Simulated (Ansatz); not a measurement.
# BaS: the cost of one run

Method: DFT PBE, scalar-relativistic, plane waves, PAW, in Ansatz 0.2.0.

1 further run of the same task is left out (set aside as unsound or not needed).

## Step 1: The starting structure

The structure is cubic, space group Fm-3m (No. 225). The conventional cell has a = 6.429 Å, b = 6.429 Å, c = 6.429 Å, α = 90.00°, β = 90.00°, γ = 90.00°. Ba (site symmetry m-3m) has 6 S at 3.21 Å as nearest neighbours. S (site symmetry m-3m) is surrounded by 6 Ba at 3.21 Å.

Structure file:

```
CELL_PARAMETERS angstrom
0.00000 3.21439 3.21439
3.21439 0.00000 3.21439
3.21439 3.21439 0.00000
ATOMIC_POSITIONS crystal
Ba 0.00000 0.00000 0.00000
S 0.50000 0.50000 0.50000
```

It is the result of an earlier relaxation at this level (volume 33.21 Å³/atom; gap on the mesh: 2.23 eV).

## Step 2: Relaxing to 0.001 eV/Å

The response runs start from a cell at rest, found with their own mesh and filling of the bands.

Contents of input.yaml:

```yaml
crystal:
  lattice:
    - [0.0, 3.2143926808, 3.2143926808]
    - [3.2143926808, 0.0, 3.2143926808]
    - [3.2143926808, 3.2143926808, 0.0]
  atoms:
    - { symbol: Ba, position: [0.0, 0.0, 0.0] }
    - { symbol: S, position: [0.5, 0.5, 0.5] }
basis:
  ecutwfc: 420
kpoints:
  mp_grid: { grid: [8, 8, 8] }
hamiltonian:
  xc: pbe
scf:
  occupations: { method: fixed }
output:
  forces: true
  stress: true
  eigenvalues: true
relax:
  adjacent_minimum: "off"
  f_tol: 0.001
  max_steps: 60
  cell: { stress_tol: 0.01 }
```

Command:

```console
$ ansatz run input.yaml --threads 1 --pin off --max-ram 2560MiB --backend cpu --events-out ev --progress --plain --runs-dir out
```

**Question.** How long does this run take on 1 thread of an Arm CPU, shared host, and how much memory does it need?

About 3.2 s, with a peak of 0.32 GiB.
